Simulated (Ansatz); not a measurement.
# BeTe: the cost of one run

Program: Ansatz 0.2.0. Level of theory: DFT LDA, all-electron LAPW, scalar-relativistic unless said. These are calculated values, not measurements.

The COD entry's cell or inner coordinates are ideal or old and differ from later refinements, so a difference from it is no clean test against experiment.

**1. The system as given**

It takes space group F-43m (No. 216, cubic). The conventional cell has a = 5.554 Å, b = 5.554 Å, c = 5.554 Å, α = 90.00°, β = 90.00°, γ = 90.00°. Be (site symmetry -43m) has 4 Te at 2.41 Å as nearest neighbours. Te (site symmetry -43m) is surrounded by 4 Be at 2.41 Å.

Structure file:

```xyz
2
Lattice="2.7772 2.7772 0.0000 -2.7772 2.7772 0.0000 0.0000 2.7772 2.7772" Properties=species:S:1:pos:R:3 pbc="T T T"
Be    0.0000    0.0000    0.0000
Te    1.3886    4.1658    1.3886
```

Cartesian axes are those of the input's lattice vectors. The structure goes back to a database entry.

**2. Reference run, fine mesh, LAPW**

Contents of input.yaml:

```yaml
crystal:
  lattice:
    - [2.77722496377, 2.77722496377, 0.0]
    - [-2.77722496377, 2.77722496377, 0.0]
    - [0.0, 2.77722496377, 2.77722496377]
  atoms:
    - { symbol: Be, position: [0.0, 0.0, 0.0] }
    - { symbol: Te, position: [0.75, 0.25, 0.5] }
kpoints:
  mp_grid: { grid: [8, 8, 8] }
scf:
  occupations: { method: fixed }
hamiltonian:
  xc: lda
  pseudopotentials: { kind: all_electron, lapw: { basis_error: 0.001 } }
output:
  forces: true
  stress: true
  eigenvalues: true
  eigenstates:
    nscf_kmesh: { grid: [12, 12, 12] }
    de_dk: true
    e_range: [-9, 11.79024716717]
checkpoint:
  write: ck
  write_wavefunctions: false
```

Launch:

```console
> ansatz run input.yaml --threads 1 --pin off --max-ram 3072MiB --backend cpu --events-out ev --progress --plain --runs-dir out
```

What time and memory should one allow on 1 thread of Intel Xeon Platinum 8488C (Sapphire Rapids), shared host?

About 14 s, with a peak of 0.29 GiB.
